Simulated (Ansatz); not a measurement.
# MoS2: molecular dynamics

Purpose: to heat the crystal hard, then cool it somewhat, and see whether it keeps its order. Runs: 200 steps of 1.5 fs at constant energy, with velocities drawn for 8400 K; 300 steps of 1.5 fs under a Langevin thermostat at 2520 K. The start is the crystal (P6_3/mmc), its volume scaled by 1.15.

Method: DFT PBE, plane waves, PAW, scalar-relativistic, no spin polarisation, in Ansatz 0.2.0.

**1. The system as given**

The cell holds 24 atoms (Mo8S16): a = 6.600 Å, b = 5.716 Å, c = 12.887 Å, α = 90.00°, β = 90.00°, γ = 90.00°.

Its coordinates follow in the input file.

**2. Run 1**

200 steps of 1.5 fs at constant energy, with velocities drawn for 8400 K.

Input file input.yaml:

```yaml
accuracy: low
crystal:
  lattice:
    - [-3.300222, -5.716152, 0.0]
    - [4.950333, -2.858076, 0.0]
    - [0.0, 0.0, 12.886582]
  atoms:
    - { symbol: Mo, position: [0.5, 0.3333333, 0.25] }
    - { symbol: Mo, position: [0.5, 0.6666667, 0.75] }
    - { symbol: S, position: [0.5, 0.3333333, 0.621] }
    - { symbol: S, position: [0.5, 0.6666667, 0.121] }
    - { symbol: S, position: [0.5, 0.3333333, 0.879] }
    - { symbol: S, position: [0.5, 0.6666667, 0.379] }
    - { symbol: Mo, position: [0.25, 0.8333333, 0.25] }
    - { symbol: Mo, position: [0.25, 0.1666667, 0.75] }
    - { symbol: S, position: [0.25, 0.8333333, 0.621] }
    - { symbol: S, position: [0.25, 0.1666667, 0.121] }
    - { symbol: S, position: [0.25, 0.8333333, 0.879] }
    - { symbol: S, position: [0.25, 0.1666667, 0.379] }
    - { symbol: Mo, position: [0.0, 0.3333333, 0.25] }
    - { symbol: Mo, position: [0.0, 0.6666667, 0.75] }
    - { symbol: S, position: [0.0, 0.3333333, 0.621] }
    - { symbol: S, position: [0.0, 0.6666667, 0.121] }
    - { symbol: S, position: [0.0, 0.3333333, 0.879] }
    - { symbol: S, position: [0.0, 0.6666667, 0.379] }
    - { symbol: Mo, position: [0.75, 0.8333333, 0.25] }
    - { symbol: Mo, position: [0.75, 0.1666667, 0.75] }
    - { symbol: S, position: [0.75, 0.8333333, 0.621] }
    - { symbol: S, position: [0.75, 0.1666667, 0.121] }
    - { symbol: S, position: [0.75, 0.8333333, 0.879] }
    - { symbol: S, position: [0.75, 0.1666667, 0.379] }
basis:
  ecutwfc: 420.0
kpoints:
  mp_grid: { grid: [2, 2, 1] }
hamiltonian:
  xc: pbe
  pseudopotentials: { kind: paw, azcp: { folder: soft_1 } }
scf:
  occupations: { method: fermi_dirac, width: 0.36 }
  lower_state_search: "off"
md:
  timestep: 1.5
  n_steps: 200
  ensemble: nve
  temperature: 8400.0
  initial_velocities: maxwell_boltzmann
  seed: 639678
```

Command:

```console
ansatz run input.yaml --threads 2 --pin off --max-ram 5120MiB --backend cpu --events-out ev --progress --plain --runs-dir out
```

Output, shortened:

```text
Warning: md: disabling space-group detection — thermal motion breaks the input geometry's symmetry, so no spatial operation reduces the k-mesh or symmetrises the density; time reversal is kept, so that k and −k are solved as one point where they differ and the mesh holds both, and exact [...]
Warning: RAYON_NUM_THREADS=2 ignored (pool sized by the plan → 2); use --threads N
band count auto-derived: 143 (N_el = 208.0; filled up to band 104; 128 by the electrons, moments and atoms)
[...]
Pseudopotentials: kind: paw
Pseudopotential: Mo, paw, valence charge 14, recommended cutoff 420 eV (normal), <dir>
Pseudopotential: S, paw, valence charge 6, recommended cutoff 420 eV (normal), <dir>
Functional definition: PBE
[...]
Crystal: 24 atoms, lattice volume = 486.200 Å³
Basis set: ecut = 420 eV, 9503 PW (Γ), exchange–correlation on 90×80×180 points (8 copies of the dense FFT grid, shifted against one another)
Bands: 143, of which v1, the nominal top of the filled ones, is band 104 counted from 1 (103 counted from 0)
Symmetry: 1 space group operations
k-points: 4
[...]
SCF iter   1: F=—  HF=-54106.263329 eV  |F-HF|=—  |Δ(HF+E_count)|=         —  Δρ=6.06e-2  dr2=2.46e1  ethr=3.10e-3  ⟨swp⟩=9.0  Hψ=2662  notcnv=0
[...]
md step     0: t =     0.00 fs  T =  8400.0 K  F+E_penalty+E_count = -54099.94512539 eV  E_kin = 24.973032 eV  conserved = -54074.97209360 eV  (10 SCF iters)
[...]
md step     9: t =    13.50 fs  T =  5740.1 K  F+E_penalty+E_count = -54092.02985011 eV  E_kin = 17.065224 eV  conserved = -54074.96462649 eV  (4 SCF iters)
[...]
md step    18: t =    27.00 fs  T =  3946.3 K  F+E_penalty+E_count = -54086.69038565 eV  E_kin = 11.732161 eV  conserved = -54074.95822415 eV  (4 SCF iters)
[...]
md step    27: t =    40.50 fs  T =  4951.8 K  F+E_penalty+E_count = -54089.68649091 eV  E_kin = 14.721660 eV  conserved = -54074.96483131 eV  (4 SCF iters)
[...]
md step    36: t =    54.00 fs  T =  3671.1 K  F+E_penalty+E_count = -54085.86980808 eV  E_kin = 10.914095 eV  conserved = -54074.95571277 eV  (3 SCF iters)
md step    37: t =    55.50 fs  T =  3520.4 K  F+E_penalty+E_count = -54085.42134747 eV  E_kin = 10.466003 eV  conserved = -54074.95534468 eV  (3 SCF iters)
```

**3. The output, continued: dynamics from the start**

Output, continued, shortened:

```text
md step    38: t =    57.00 fs  T =  3377.8 K  F+E_penalty+E_count = -54084.99715742 eV  E_kin = 10.042092 eV  conserved = -54074.95506548 eV  (3 SCF iters)
[...]
md step    59: t =    88.50 fs  T =  2743.3 K  F+E_penalty+E_count = -54083.11201167 eV  E_kin = 8.155876 eV  conserved = -54074.95613578 eV  (3 SCF iters)
[...]
md step    80: t =   120.00 fs  T =  3220.5 K  F+E_penalty+E_count = -54084.53062212 eV  E_kin = 9.574538 eV  conserved = -54074.95608440 eV  (7 SCF iters)
[...]
md step   101: t =   151.50 fs  T =  3520.1 K  F+E_penalty+E_count = -54085.42372836 eV  E_kin = 10.465128 eV  conserved = -54074.95860077 eV  (4 SCF iters)
[...]
md step   121: t =   1
[...]
md step   200: t =   300.00 fs  T =  3134.7 K  F+E_penalty+E_count = -54084.27674689 eV  E_kin = 9.319269 eV  conserved = -54074.95747794 eV  (8 SCF iters)
SCF converged after 8 iterations
Free energy (F): -54084.276747 eV
[...]
E sigma→0 (E₀):  -54080.908208 eV
Entropy (-TS):   -6.737079 eV (-280.712 meV/atom)
Fermi energy:    9.269420 eV
[...]
--- Forces (eV/Å), atoms counted from 1 ---
  atom   1  Mo     0.46669802     1.95460452     0.27826549
  atom   2  Mo    -1.60276990    -0.24827838     0.27755758
  atom   3  S     -0.13896078     0.08360612     0.94064829
  atom   4  S      0.20035906     1.99434067    -0.46597347
  atom   5  S     -1.58576892     0.02574712    -0.16204037
  atom   6  S      0.89820445    -0.48857644     1.20080656
  atom   7  Mo     0.43362584     0.66067308     3.94332054
  atom   8  Mo     1.25297511    -2.43326463    -1.53114232
[...]
--- MD trajectory: 200 steps, t = 0.0 → 300.0 fs ---
  final state: T = 3134.7 K   F+E_penalty+E_count = -54084.27674689 eV   E_kin = 9.319269 eV
  conserved energy: peak-to-peak 3.885e-2 eV (1.619e-3 eV/atom) over 300.0 fs
```

Wall time 22 min (2 threads of Arm Neoverse V1, shared host); peak memory 1.2 GiB.

**4. Frames and traces**

The trajectory, every 15 steps (energies from step 0); msd is the mean square displacement from the start, the centre of mass held:

```csv
time (fs),T (K),potential energy change (meV/atom),total energy change (meV/atom),msd S (Å²),msd Mo (Å²)
0.0,8400,0.0,0.00,0.000,0.000
22.5,3562,600.6,1.30,0.171,0.106
45.0,4620,468.8,0.48,0.322,0.272
67.5,2681,709.1,0.74,0.549,0.463
90.0,2787,696.0,0.66,0.787,0.605
112.5,3244,639.2,0.53,0.999,0.752
135.0,3387,621.6,0.58,1.226,0.912
157.5,3564,599.7,0.60,1.587,1.026
180.0,2796,694.9,0.68,2.032,1.126
202.5,2756,699.6,0.53,2.552,1.224
225.0,2957,674.8,0.56,2.857,1.293
247.5,2721,704.1,0.68,2.844,1.415
270.0,2992,670.5,0.56,2.948,1.532
292.5,2976,672.5,0.61,3.289,1.597
300.0,3135,652.8,0.61,3.435,1.609
```

time (fs), T (K) and a bar:
```
      0.0       8400 ##############################
     13.5       5740 ################
     25.5       3743 ######
     39.0       5006 #############
     52.5       3828 #######
     64.5       2821 #
     78.0       2546 
     91.5       2833 #
    105.0       3183 ###
    117.0       3219 ###
    130.5       3457 #####
    144.0       3440 #####
    156.0       3549 #####
    169.5       3584 #####
    183.0       2549 
    195.0       2600 
    208.5       2735 #
    222.0       2902 ##
    235.5       2877 ##
    247.5       2721 #
    261.0       2979 ##
    274.5       2892 ##
    286.5       2842 ##
    300.0       3135 ###
```

Pair distribution over the second half of the run:

```csv
r (Å),g S–S,g Mo–S,g Mo–Mo
0.68,0.00,0.00,0.00
0.84,0.00,0.00,0.00
1.00,0.00,0.00,0.00
1.16,0.00,0.00,0.00
1.32,0.00,0.00,0.00
1.48,0.00,0.00,0.00
1.64,0.00,0.00,0.00
1.80,0.06,0.00,0.00
1.96,0.06,0.12,0.00
2.12,0.15,1.51,0.00
2.28,0.24,4.24,0.12
2.44,0.30,3.57,0.75
2.60,0.62,1.70,1.61
2.76,0.96,1.20,2.52
```

First peaks of g(r) that rise above 1 (not always the tallest), and, where a minimum follows, the mean number of second-named atoms round a first-named one up to the next minimum:

```csv
pair,peak (Å),height,minimum (Å),neighbours
Mo–S,2.36,4.6,-,-
```

**5. Positions and forces**

Extended XYZ, with forces in eV/Å:

```xyz
24
Lattice="-3.300 -5.716 0.000 4.950 -2.858 0.000 0.000 0.000 12.887" Properties=species:S:1:pos:R:3:forces:R:3 pbc="T T T" time_fs=75.0 T=2538 dE=17.4459
Mo   -0.068   -4.184    3.745   -0.691   -0.149   -0.770
Mo    1.734   -4.418   10.223   -1.346   -1.261    0.224
S     0.599   -3.976    7.678   -0.400    1.543    1.660
S     1.200   -4.711    1.482   -2.052   -1.749    0.415
S     0.169   -2.804   11.483   -1.345   -1.328   -2.480
S     1.468   -5.334    4.908   -1.296    0.700   -0.599
Mo    3.003   -3.757    2.177    3.463   -2.361    2.029
Mo    0.683   -2.112    9.144   -0.979   -0.271   -0.125
S     3.415   -3.828    8.854    2.732    1.297    0.155
S    -0.086   -2.904    1.090   -1.552    1.792    1.812
S     2.408   -4.077   12.450    1.514   -0.278   -1.370
S    -0.846   -2.352    4.840    1.667    1.620   -0.816
Mo    1.493   -0.716    3.174   -0.052   -0.106    0.314
Mo    3.843   -1.417   10.048   -2.203   -1.306   -1.158
S     2.197   -0.724    8.145    0.001    0.452    0.550
S     3.017   -1.883    1.192   -0.099    3.087   -1.660
S     1.706   -1.142   11.246    1.195    1.297   -0.292
S     3.105   -2.325    3.926   -0.421    0.505    2.190
Mo    1.350   -6.713    2.678    0.373   -0.726    1.894
Mo   -1.664   -4.769   10.056    1.394    0.041   -0.306
S     2.039   -6.342    8.495    0.273   -0.047    0.207
S    -1.854   -4.947    1.463   -0.733    0.219    0.216
S     1.992   -6.684   11.757   -0.229   -0.110   -0.153
S    -2.145   -4.611    4.986    0.786   -2.861   -1.938
24
Lattice="-3.300 -5.716 0.000 4.950 -2.858 0.000 0.000 0.000 12.887" Properties=species:S:1:pos:R:3:forces:R:3 pbc="T T T" time_fs=150.0 T=3512 dE=14.5450
Mo   -0.468   -4.180    3.758   -0.714    0.677    1.655
Mo    1.730   -4.418   10.575    3.709   -3.230   -1.878
S     1.605   -3.467    7.521   -0.277    1.236    1.602
S     0.823   -4.917    2.069    1.650   -1.183   -0.943
S     0.028   -3.187   10.639   -1.550    2.319    1.008
S     0.869   -5.206    5.296   -0.496    0.526   -0.886
Mo    2.969   -3.673    1.802   -0.570   -4.004    2.462
Mo    1.303   -1.793    9.163   -0.791   -0.771   -0.496
S     4.285   -3.255    9.435    0.203   -3.498   -1.857
S    -1.096   -3.336    1.343   -0.536    0.936    0.778
S     3.198   -3.770   12.140   -0.852   -0.850    0.708
S    -0.701   -1.805    4.176    0.196   -1.301   -1.241
Mo    1.706   -0.857    2.733   -3.971    2.374    1.334
Mo    3.785   -1.277   10.062   -0.652    2.006   -3.393
S     2.557   -0.062    8.209    0.641   -0.503   -0.297
S     2.905   -1.652    1.096   -0.860    3.044   -3.078
S     2.018   -0.980   11.468   -1.472   -0.056    0.333
S     2.567   -2.312    4.122   -0.580   -2.251    1.553
Mo    1.098   -7.416    3.011    2.048    2.906    0.195
Mo   -1.484   -4.740   10.199   -0.580   -0.588    0.161
S     2.378   -6.287    8.695   -0.878    1.947   -0.523
S    -3.246   -5.628    1.119    3.238   -1.794   -0.009
S     1.837   -6.807   11.710    1.784    1.695    3.320
S    -2.435   -5.163    4.785    1.311    0.361   -0.509
24
Lattice="-3.300 -5.716 0.000 4.950 -2.858 0.000 0.000 0.000 12.887" Properties=species:S:1:pos:R:3:forces:R:3 pbc="T T T" time_fs=225.0 T=2957 dE=16.1957
Mo   -0.902   -4.152    3.805   -0.504   -1.134    0.829
Mo    2.340   -4.591   10.437    0.481   -0.271   -2.106
S     2.220   -3.095    7.392   -1.081    0.901    1.355
S     1.589   -5.656    2.480    0.379    3.332   -1.222
S     0.355   -3.553   11.079   -0.467    0.249   -1.280
S     0.513   -5.330    5.213   -0.268   -0.061   -0.699
Mo    2.517   -3.443    2.125    0.952   -1.169   -2.286
Mo    1.529   -1.566    9.110   -0.835   -0.939   -1.091
S     4.356   -3.129    9.022    0.441   -0.736    0.728
S    -1.525   -4.758    1.658   -0.295    1.090    0.271
S     3.152   -3.740   12.268   -3.746    1.078   -2.519
S    -0.721   -1.943    2.985    2.042   -0.498    1.326
Mo    1.615   -1.060    2.717   -1.384    0.084    2.064
Mo    4.011   -0.883    9.666   -0.289    0.111    1.453
S     2.695    0.429    8.281   -0.028   -0.902   -1.243
S     2.894   -1.189    0.889   -0.033   -1.542    0.491
S     2.059   -0.744   11.305    0.472   -1.974    0.402
S     2.460   -2.776    4.287   -1.507    0.738    1.391
Mo    1.060   -7.493    3.481    0.416   -0.480    0.525
Mo   -1.743   -4.625   10.228    0.941    2.002   -1.011
S     2.467   -5.959    8.150   -0.091    0.339    2.095
S    -3.781   -6.559    0.617    4.113   -0.338    3.161
S     2.122   -6.434   12.045   -0.801    0.114   -1.844
S    -2.635   -5.025    5.355    1.092    0.006   -0.790
24
Lattice="-3.300 -5.716 0.000 4.950 -2.858 0.000 0.000 0.000 12.887" Properties=species:S:1:pos:R:3:forces:R:3 pbc="T T T" time_fs=300.0 T=3135 dE=15.6684
Mo   -1.254   -4.337    3.950    0.467    1.955    0.278
Mo    2.952   -4.250    9.669   -1.603   -0.248    0.278
S     1.731   -3.232    7.409   -0.139    0.084    0.941
S     1.630   -5.517    2.319    0.200    1.994   -0.466
S     0.828   -3.938   10.574   -1.586    0.026   -0.162
S     0.282   -5.635    4.874    0.898   -0.489    1.201
Mo    2.841   -3.658    1.989    0.434    0.661    3.943
Mo    1.215   -1.540    8.902    1.253   -2.433   -1.531
S     4.623   -2.958    9.200   -1.181    3.932   -0.630
S    -2.379   -4.674    1.985    1.290   -1.281   -1.384
S     2.357   -3.235   12.706   -0.798    0.326   -0.832
S    -0.446   -2.338    3.274    0.494    1.822   -0.692
Mo    1.584   -1.160    3.724   -0.376   -0.630    0.446
Mo    4.112   -0.429    9.750   -0.244   -1.310   -0.571
S     2.398   -0.095    7.657    1.357    1.070    1.563
S     2.980   -0.970    1.875   -1.870   -1.916   -0.938
S     1.974   -1.175   10.886    1.700    1.893    1.872
S     2.428   -3.090    4.779    0.736    0.390   -1.569
Mo    1.082   -7.418    3.682   -1.062   -1.983    1.297
Mo   -1.441   -4.252    9.861   -0.628   -0.407   -0.343
S     2.773   -5.645    7.983   -0.524   -2.579    0.452
S    -4.180   -7.054    0.172    1.531   -0.873   -0.811
S     1.706   -6.909   11.816    1.306    0.126   -1.711
S    -2.468   -5.296    5.641   -1.655   -0.128   -0.629
```

On run 1: The temperature starts at 8400 K and averages 2951 K in the second half, where it ranges from 2387 to 3643 K. The total energy strays from its start by at most 1.40 meV/atom, 0.3 % of the mean kinetic energy, so a step of 1.5 fs is short enough over this time. By the end 4 of 24 atoms (4 S) stand more than 1.77 Å from where they began, which a hop, a wide rattle in a roomy site or the turn of a group can give. Counted from the crystal's sites, with the common drift removed, the atoms stand 1.61 Å away over the last tenth of the run (root mean square), 64 % of the neighbour distance: well past the 10 to 20 % at which crystals usually melt, so the lattice order is being lost.

**6. Run 2**

300 steps of 1.5 fs under a Langevin thermostat at 2520 K, starting from the last frame of an earlier run, with new velocities.

Input file input.yaml:

```yaml
accuracy: low
crystal:
  lattice:
    - [-3.300222, -5.716152, 0.0]
    - [4.950333, -2.858076, 0.0]
    - [0.0, 0.0, 12.886582]
  atoms:
    - { symbol: Mo, position: [0.66406532, 0.18942552, 0.30649336] }
    - { symbol: Mo, position: [0.33401324, 0.81903837, 0.75030286] }
    - { symbol: S, position: [0.29293315, 0.54503454, 0.57494323] }
    - { symbol: S, position: [0.60034006, 0.7295632, 0.17997171] }
    - { symbol: S, position: [0.45402401, 0.46989453, 0.82053938] }
    - { symbol: S, position: [0.71803956, 0.53562452, 0.37823211] }
    - { symbol: Mo, position: [0.2646679, 0.75044595, 0.15435277] }
    - { symbol: Mo, position: [0.11000656, 0.31875775, 0.69075824] }
    - { symbol: S, position: [0.03787993, 0.95913833, 0.71394673] }
    - { symbol: S, position: [0.79345467, 0.04839445, 0.15405598] }
    - { symbol: S, position: [0.24594162, 0.64010563, 0.98600027] }
    - { symbol: S, position: [0.34048217, 0.1369142, 0.25406942] }
    - { symbol: Mo, position: [0.03227794, 0.34144024, 0.28896409] }
    - { symbol: Mo, position: [-0.25524873, 0.66053686, 0.75661364] }
    - { symbol: S, position: [-0.16913256, 0.37160309, 0.59422293] }
    - { symbol: S, position: [-0.09849505, 0.53630929, 0.14546975] }
    - { symbol: S, position: [0.00466239, 0.40191503, 0.84472713] }
    - { symbol: S, position: [0.22145884, 0.63810396, 0.37085263] }
    - { symbol: Mo, position: [0.89132087, 0.81273657, 0.28575021] }
    - { symbol: Mo, position: [0.66705111, 0.1535778, 0.76522789] }
    - { symbol: S, position: [0.53062044, 0.91383433, 0.61950551] }
    - { symbol: S, position: [1.24214812, -0.01620108, 0.01332298] }
    - { symbol: S, position: [0.77723623, 0.86281864, 0.91695706] }
    - { symbol: S, position: [0.88185006, 0.08939984, 0.43778297] }
basis:
  ecutwfc: 420.0
kpoints:
  mp_grid: { grid: [2, 2, 1] }
hamiltonian:
  xc: pbe
  pseudopotentials: { kind: paw, azcp: { folder: soft_1 } }
scf:
  occupations: { method: fermi_dirac, width: 0.36 }
  lower_state_search: "off"
md:
  timestep: 1.5
  n_steps: 300
  ensemble: nvt_langevin
  temperature: 2520.0
  initial_velocities: maxwell_boltzmann
  seed: 185458
  friction: 0.01
```

Command:

```console
ansatz run input.yaml --threads 2 --pin off --max-ram 5120MiB --backend cpu --events-out ev --progress --plain --runs-dir out
```

Output, shortened:

```text
Warning: md: disabling space-group detection — thermal motion breaks the input geometry's symmetry, so no spatial operation reduces the k-mesh or symmetrises the density; time reversal is kept, so that k and −k are solved as one point where they differ and the mesh holds both, and exact [...]
Warning: RAYON_NUM_THREADS=2 ignored (pool sized by the plan → 2); use --threads N
band count auto-derived: 143 (N_el = 208.0; filled up to band 104; 128 by the electrons, moments and atoms)
[...]
[... 4 set-up lines as earlier in the session ...]
[...]
Crystal: 24 atoms, lattice volume = 486.200 Å³
Basis set: ecut = 420 eV, 9503 PW (Γ), exchange–correlation on 90×80×180 points (8 copies of the dense FFT grid, shifted against one another)
Bands: 143, of which v1, the nominal top of the filled ones, is band 104 counted from 1 (103 counted from 0)
[... 1 set-up line as earlier in the session ...]
k-points: 4
[...]
SCF iter   1: F=—  HF=-54090.619712 eV  |F-HF|=—  |Δ(HF+E_count)|=         —  Δρ=5.28e-2  dr2=3.51e1  ethr=3.10e-3  ⟨swp⟩=7.8  Hψ=2677  notcnv=0
[...]
md step     0: t =     0.00 fs  T =  2415.0 K  F+E_penalty+E_count = -54084.27674677 eV  E_kin = 7.491910 eV  (11 SCF iters)
[...]
md step    10: t =    15.00 fs  T =  2501.4 K  F+E_penalty+E_count = -54084.14053745 eV  E_kin = 7.759995 eV  (8 SCF iters)
[...]
md step    20: t =    30.00 fs  T =  2421.9 K  F+E_penalty+E_count = -54083.85100853 eV  E_kin = 7.513270 eV  (7 SCF iters)
[...]
md step    30: t =    45.00 fs  T =  1870.9 K  F+E_penalty+E_count = -54082.74762702 eV  E_kin = 5.803907 eV  (7 SCF iters)
[...]
md step    38: t =    57.00 fs  T =  2312.8 K  F+E_penalty+E_count = -54081.91589197 eV  E_kin = 7.174848 eV  (6 SCF iters)
md step    39: t =    58.50 fs  T =  2322.0 K  F+E_penalty+E_count = -54081.84688190 eV  E_kin = 7.203544 eV  (5 SCF iters)
```

**7. The log goes on: dynamics from the last frame of the run before**

The log, continued, shortened:

```text
md step    40: t =    60.00 fs  T =  2265.6 K  F+E_penalty+E_count = -54081.80202923 eV  E_kin = 7.028340 eV  (7 SCF iters)
[...]
md step    64: t =    96.00 fs  T =  3094.6 K  F+E_penalty+E_count = -54083.36244364 eV  E_kin = 9.600089 eV  (5 SCF iters)
[...]
md step    88: t =   132.00 fs  T =  2787.8 K  F+E_penalty+E_count = -54082.88978533 eV  E_kin = 8.648392 eV  (5 SCF iters)
[...]
md step   112: t =   168.00 fs  T =  2870.0 K  F+E_penalty+E_count = -54084.85506726 eV  E_kin = 8.903434 eV  (5 SCF iters)
[...]
md step   135: t 
[...]
md step   300: t =   450.00 fs  T =  2235.5 K  F+E_penalty+E_count = -54084.08062408 eV  E_kin = 6.935009 eV  (8 SCF iters)
SCF converged after 8 iterations
Free energy (F): -54084.080624 eV
[...]
E sigma→0 (E₀):  -54080.565851 eV
Entropy (-TS):   -7.029546 eV (-292.898 meV/atom)
Fermi energy:    9.214745 eV
[...]
--- Forces (eV/Å), atoms counted from 1 ---
  atom   1  Mo     2.82900702     1.89485316    -2.24044579
  atom   2  Mo     0.57356302    -0.11325088     0.34528226
  atom   3  S      0.40653806     1.55320103    -0.11294069
  atom   4  S      0.64202904     0.29121774     1.59006360
  atom   5  S     -0.44332123     0.14570735     0.00742423
  atom   6  S      1.59313479    -0.51195735     0.28077442
  atom   7  Mo    -2.44687111    -1.68154137    -3.35234002
  atom   8  Mo     0.85889749     0.50988900     0.48414887
[...]
--- MD trajectory: 300 steps, t = 0.0 → 450.0 fs ---
  final state: T = 2235.5 K   F+E_penalty+E_count = -54084.08062408 eV   E_kin = 6.935009 eV
```

Run time: 39 min. Hardware: 2 threads of Arm Neoverse V1, shared host; peak memory 1.2 GiB.

[end of part 1 of 2]
